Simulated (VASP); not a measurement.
Here is a VASP 6.6.1 calculation.

POSCAR

```
KI
1.0
    0.0000000000      3.5327750000      3.5327750000
    3.5327750000      0.0000000000      3.5327750000
    3.5327750000      3.5327750000      0.0000000000
I K
1 1
Direct
    0.5000000000      0.5000000000      0.5000000000
    0.0000000000      0.0000000000      0.0000000000
```

The input INCAR.step1:

```
  PREC = Accurate
  ENCUT = 520
  EDIFF = 1E-7
  ISMEAR = 0
  SIGMA = 0.02
  LREAL = F
  LASPH = T
  NELM = 100
  ALGO = Fast
  ISIF = 2
  LWAVE = F
  LCHARG = T
  GGA = PS
  NBANDS = 15
```

Contents of KPOINTS.step1:

```
Automatic mesh
0
Gamma
  8 8 8
```

INCAR.step2

```
  PREC = Accurate
  ENCUT = 520
  EDIFF = 1E-7
  ISMEAR = 0
  SIGMA = 0.05
  LREAL = F
  LASPH = T
  NELM = 100
  ALGO = Fast
  ISIF = 2
  LWAVE = F
  LCHARG = F
  GGA = PS
  NBANDS = 15
  ICHARG = 11
```

KPOINTS.step2

```
path GXWKGLUWLK,UX
15
line-mode
reciprocal
 0.0000000000  0.0000000000  0.0000000000  G
 0.5000000000  0.0000000000  0.5000000000  X

 0.5000000000  0.0000000000  0.5000000000  X
 0.5000000000  0.2500000000  0.7500000000  W

 0.5000000000  0.2500000000  0.7500000000  W
 0.3750000000  0.3750000000  0.7500000000  K

 0.3750000000  0.3750000000  0.7500000000  K
 0.0000000000  0.0000000000  0.0000000000  G

 0.0000000000  0.0000000000  0.0000000000  G
 0.5000000000  0.5000000000  0.5000000000  L

 0.5000000000  0.5000000000  0.5000000000  L
 0.6250000000  0.2500000000  0.6250000000  U

 0.6250000000  0.2500000000  0.6250000000  U
 0.5000000000  0.2500000000  0.7500000000  W

 0.5000000000  0.2500000000  0.7500000000  W
 0.5000000000  0.5000000000  0.5000000000  L

 0.5000000000  0.5000000000  0.5000000000  L
 0.3750000000  0.3750000000  0.7500000000  K

 0.6250000000  0.2500000000  0.6250000000  U
 0.5000000000  0.0000000000  0.5000000000  X
```

Potentials or basis: VASP PAW PBE potentials, release 64 (I, K_sv).

Command:

```bash
$ cat potpaw_PBE.64/I/POTCAR potpaw_PBE.64/K_sv/POTCAR > POTCAR
$ cp INCAR.step1 INCAR
$ cp KPOINTS.step1 KPOINTS
$ mpirun -np 1 vasp_std > vasp.out
$ cp INCAR.step2 INCAR
$ cp KPOINTS.step2 KPOINTS
$ mpirun -np 1 vasp_std > vasp.out
```

Q: Predict the band gap on the k mesh.

A: 3.81 eV, direct.

Q: What does it give for the band gap along the path?

A: 3.81 eV, direct.

Levels at the corners of the path, in eV from the valence-band top:
```
point  band 5  band 6  band 7  band 8  band 9  band 10  band 11  band 12
    Γ  -10.54    0.00    0.00    0.00    3.81     6.43     6.43     6.43
    X  -10.39   -1.02   -0.37   -0.37    4.83     5.67     8.07     8.65
    X  -10.39   -1.02   -0.37   -0.37    4.83     5.67     8.07     8.65
    W  -10.33   -0.74   -0.74   -0.61    6.36     6.36     6.56     8.10
    W  -10.33   -0.74   -0.74   -0.61    6.36     6.36     6.56     8.10
    K  -10.33   -0.88   -0.77   -0.39    5.50     6.55     7.51     8.21
    K  -10.33   -0.88   -0.77   -0.39    5.50     6.55     7.51     8.21
    Γ  -10.54    0.00    0.00    0.00    3.81     6.43     6.43     6.43
    Γ  -10.54    0.00    0.00    0.00    3.81     6.43     6.43     6.43
    L  -10.24   -1.35   -0.34   -0.34    5.38     7.61     8.07     8.07
    L  -10.24   -1.35   -0.34   -0.34    5.38     7.61     8.07     8.07
    U  -10.33   -0.88   -0.77   -0.39    5.50     6.55     7.51     8.21
    U  -10.33   -0.88   -0.77   -0.39    5.50     6.55     7.51     8.21
    W  -10.33   -0.74   -0.74   -0.61    6.36     6.36     6.56     8.10
    W  -10.33   -0.74   -0.74   -0.61    6.36     6.36     6.56     8.10
    L  -10.24   -1.35   -0.34   -0.34    5.38     7.61     8.07     8.07
    L  -10.24   -1.35   -0.34   -0.34    5.38     7.61     8.07     8.07
    K  -10.33   -0.88   -0.77   -0.39    5.50     6.55     7.51     8.21
    U  -10.33   -0.88   -0.77   -0.39    5.50     6.55     7.51     8.21
    X  -10.39   -1.02   -0.37   -0.37    4.83     5.67     8.07     8.65
```

Caveat: the log is that of the step along the path at fixed density, whose energy, stress, charges and moments have no meaning; spin-orbit coupling is left out, which moves the levels of the heavy elements.

**Measured values to compare with.**

From a printed reference work, monograph, for a bulk crystal of KI: band gap 6.32 eV.

Measured gap of KI: 6.32 eV (a printed reference work, monograph). This calculation gives 3.81 eV (-2.51 eV). Spin-orbit coupling on I is left out. The value is that of PBEsol, without temperature or zero-point motion. Semilocal functionals fall short of measured gaps as a rule.
